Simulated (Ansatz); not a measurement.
Ga2O3:

```xyz
10
Lattice="6.1070 -1.5186 0.0000 6.1070 1.5186 0.0000 -1.3860 0.0000 5.6300" Properties=species:S:1:pos:R:3 pbc="T T T"
Ga    3.2184    0.0000    3.8621
Ga    7.6096    0.0000    1.7679
Ga   10.8240    0.0000    1.1564
Ga    0.0041    0.0000    4.4736
O     5.1267    0.0000    4.1853
O     5.7013    0.0000    1.4447
O     9.4919    0.0000    2.4592
O     1.3361    0.0000    3.1708
O     8.9710    0.0000    5.0118
O     1.8570    0.0000    0.6182
```

Base run:

* Program: Ansatz 0.2.0
* Functional: r2SCAN
* Potentials or basis: Ansatz PAW
* Cutoff: 500 eV (not typed: the program's choice for these potentials)
* k mesh: 9 × 9 × 5
* Occupations: fermi-dirac, width 0.05 eV
* Spin: no spin polarisation

Its results: band gap on the k mesh 3.09 eV, indirect (least direct gap 3.12 eV); pressure 1.3 GPa; largest force 0.110 eV/Å.

Question: The run is repeated on the same cell with these changes: functional from r2SCAN to PBEsol; cutoff from 500 eV (not typed: the program's choice for these potentials) to 420 eV (not typed: the program's choice for these potentials); spin from no spin polarisation to spin-orbit coupling, no magnetisation; potential files from those of the base run to others of the same set. What comes out?

Answer: Band gap on the k mesh 2.34 eV, indirect (least direct gap 2.35 eV); pressure 2.5 GPa; largest force 0.120 eV/Å.

Several settings changed at once, so the effect can't be laid on one alone.

Caveats: the PAW data sets come from PBE, with cores solved anew for the run's functional, which leaves a small shift of forces and pressure.
